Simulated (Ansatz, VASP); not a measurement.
**Al2Pt in VASP and in Ansatz**

The input POSCAR:

```
Al2Pt
1.0
    0.0000000000      2.9431930000      2.9431930000
    2.9431930000      0.0000000000      2.9431930000
    2.9431930000      2.9431930000      0.0000000000
Pt Al
1 2
Direct
    0.0000000000      0.0000000000      0.0000000000
    0.2500000000      0.2500000000      0.2500000000
    0.7500000000      0.7500000000      0.7500000000
```

INCAR.step1

```
SYSTEM = Al2Pt
  PREC = Accurate
  ENCUT = 520
  ISMEAR = 1
  SIGMA = 0.0128
  LREAL = .FALSE.
  LASPH = .TRUE.
  NELM = 60
  NBANDS = 15
  GGA = PE
  ALGO = Normal
  EDIFF = 1E-4
  LWAVE = .TRUE.
  LCHARG = .FALSE.
```

INCAR.step2

```
SYSTEM = Al2Pt
  PREC = Accurate
  ENCUT = 520
  EDIFF = 1E-6
  ISMEAR = 1
  SIGMA = 0.0128
  LREAL = .FALSE.
  LASPH = .TRUE.
  NELM = 60
  ALGO = Normal
  ISIF = 2
  LWAVE = .FALSE.
  LCHARG = .FALSE.
  METAGGA = R2SCAN
  LMIXTAU = .TRUE.
  NBANDS = 15
  ISTART = 1
```

The input KPOINTS:

```
regular mesh
0
G
  8 8 8
  0 0 0
```

Input for Ansatz:

```yaml
crystal:
  lattice:
    - [0.0, 2.943193, 2.943193]
    - [2.943193, 0.0, 2.943193]
    - [2.943193, 2.943193, 0.0]
  atoms:
    - { symbol: Pt, position: [0.0, 0.0, 0.0] }
    - { symbol: Al, position: [0.25, 0.25, 0.25] }
    - { symbol: Al, position: [0.75, 0.75, 0.75] }
  symmetry: { tolerance: 0.0003 }
kpoints:
  mp_grid: { grid: [8, 8, 8], shift: [0, 0, 0] }
  band_path:
    path:
      - [0.0, 0.0, 0.0]
      - [0.5, 0.0, 0.5]
      - [0.625, 0.25, 0.625]
      - [0.375, 0.375, 0.75]
      - [0.0, 0.0, 0.0]
      - [0.5, 0.5, 0.5]
      - [0.5, 0.25, 0.75]
      - [0.5, 0.0, 0.5]
    npoints: 8
magnetization:
  spin_polarized: false
scf:
  occupations: { method: methfessel_paxton, width: 0.0128 }
  lower_state_search: "off"
  max_iter: 200
hamiltonian:
  pseudopotentials: { kind: paw }
  xc: r2scan
basis:
  ecutwfc: 500
  fft_grid_basis: typed
output:
  forces: true
  stress: true
  eigenvalues: true
  bader: true
  populations: true
  elf: true
  write_potential: true
  volumetric_format: npy
  dos:
    e_range: [-12, 8]
    de: 0.05
    projected: { site_lists: { Al: [Al], Pt: [Pt] } }
checkpoint:
  read: saved_state
```

Alike in both runs: task single point; functional r2SCAN; k mesh 8 × 8 × 8; occupations methfessel-paxton of order 1, width 0.0128 eV; no spin polarisation.

```csv
,VASP,Ansatz
version,VASP 6.6.1,Ansatz 0.2.0
potentials or method,"VASP PAW PBE potentials, release 64 (Pt, Al)",PAW plane waves
plane-wave cutoff (eV),520,500
valence electrons in the cell,16,24
```

VASP gave:

- pressure (GPa): 1.1

Task: What did Ansatz give for the same quantities?

Result: Pressure (GPa): 1.3.

The two sets of potentials don't hold the same shells in valence.

Caveats: the PAW data sets were made with another functional, which shifts forces and pressure a little (VASP). Spin-orbit coupling is left out, which matters for the levels of Pt.
